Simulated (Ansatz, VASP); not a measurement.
**AgCl: VASP beside Ansatz**

```xyz
2
Lattice="0.0000 2.9183 2.8060 2.9183 0.0000 2.8060 2.9183 2.9183 0.0000" Properties=species:S:1:pos:R:3 pbc="T T T"
Ag    2.9183    2.9183    2.8060
Cl    0.0000    0.0000    0.0000
```

Change from the starting cell: strain +0.040 along x and y, +0.000 along z, atoms carried along.

Alike in both runs: task single point; functional PBE; k mesh 8 × 8 × 8; occupations gaussian, width 0.05 eV; no spin polarisation.

|  | VASP | Ansatz |
| --- | --- | --- |
| version | VASP 6.6.1 | Ansatz 0.2.0 |
| potentials or method | VASP PAW PBE potentials, release 64 (Ag, Cl) | scalar-relativistic, plane waves, PAW |
| plane-wave cutoff (eV) | 520 | 420 |
| valence electrons in the cell | 18 | 26 |

```tsv
	VASP	Ansatz	Ansatz less VASP
gap on the k mesh at the Fermi level (eV)	0.87	0.87	+0.003
least direct gap on the mesh (eV)	2.80	2.80	-0.001
pressure (GPa)	-2.7	-2.6	+0.10
```

The functional is the same, so the differences come from potentials, cutoffs and numerics. The two sets of potentials don't hold the same shells in valence.

A k mesh can miss the band edges.
